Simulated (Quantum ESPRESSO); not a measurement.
# Ag: equation of state with OLYP+D4

The system is Ag.

```
Ag
1.0
     0.00000    2.04275    2.04275
     2.04275    0.00000    2.04275
     2.04275    2.04275    0.00000
Ag
1
Direct
  0.00000 0.00000 0.00000
```

```
Program                : Quantum ESPRESSO 7.5
Task                   : equation of state
Functional             : OLYP
Dispersion             : D4
Potentials or basis    : PseudoDojo 0.4.1 SR PBE standard
Cutoff                 : 1116 eV
Density cutoff         : 4463 eV
k mesh                 : 11 × 11 × 11
Occupations            : fermi-dirac, width 0.05 eV
Spin                   : no spin polarisation
Dispersion computed by : dftd4 4.3.1 through ASE
Mixing beta            : 0.5
Most SCF iterations    : 120
SCF threshold          : 2e-10 Ry
```

| Quantity | Value |
| --- | --- |
| Equilibrium volume | 16.14 Å³/atom |
| Bulk modulus | 117 GPa |
| Pressure derivative of the bulk modulus | 6.4 |

Energy against volume, from the lowest point:
| volume (Å³/atom) | energy (meV/atom) |
| --- | --- |
| 16.025 | 0.00 |
| 16.366 | 0.81 |
| 16.707 | 6.33 |
| 17.048 | 15.95 |
| 17.389 | 28.97 |
| 17.730 | 44.96 |
| 18.071 | 63.38 |

It took 4 min on 1 thread of Arm Neoverse V1, with other jobs on the host, peak memory 0.09 GiB.

Caveat: the potentials were made for another functional, which shifts forces and pressure.
